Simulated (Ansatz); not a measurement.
The system is TaS2.

```
CELL_PARAMETERS angstrom
3.35000 0.00000 0.00000
-1.67500 2.90119 0.00000
0.00000 0.00000 5.86000
ATOMIC_POSITIONS crystal
Ta 0.00000 0.00000 0.00000
S 0.66667 0.33333 0.75000
S 0.33333 0.66667 0.25000
```

Base run:

```yaml
Program: Ansatz 0.2.0
Functional: r2SCAN
Potentials_or_basis: Ansatz PAW
Cutoff: "500 eV (not typed: the program's choice for these potentials)"
k_mesh: 9 × 9 × 5
Occupations: fermi-dirac, width 0.05 eV
Spin: no spin polarisation
```

Its results: band gap on the k mesh none (metal or under the smearing width); pressure 7.8 GPa; largest force 1.003 eV/Å.

Q: After a change of settings the same cell gave: band gap on the k mesh none (metal or under the smearing width); pressure 4.0 GPa; largest force 0.611 eV/Å. Which change was it?
A. functional from r2SCAN to PBE; potentials or basis from Ansatz PAW to Ansatz NC with PseudoDojo standard (PBE files); cutoff from 500 eV (not typed: the program's choice for these potentials) to 1000 eV (not typed: the program's choice for these potentials); valence electrons from 25 to 39
B. functional from r2SCAN to PBE; cutoff from 500 eV (not typed: the program's choice for these potentials) to 420 eV (not typed: the program's choice for these potentials); hubbard terms from none to Ta d U = 8 eV; hubbard projectors from none to ortho-atomic (the default)
C. functional from r2SCAN to LC-wPBE; cutoff from 500 eV (not typed: the program's choice for these potentials) to 420 eV (not typed: the program's choice for these potentials); k mesh from 9 × 9 × 5 to 5 × 5 × 3
D. functional from r2SCAN to PBE; cutoff from 500 eV (not typed: the program's choice for these potentials) to 600 eV

A: C.

Caveats: some runs use coarse meshes; the PAW data sets come from PBE, with cores solved anew for the run's functional, which leaves a small shift of forces and pressure; forces of over 1 eV/Å show positions far from the minimum, so gaps and moduli don't describe the material at rest (some runs); the thresholds are loose for stress (some runs).
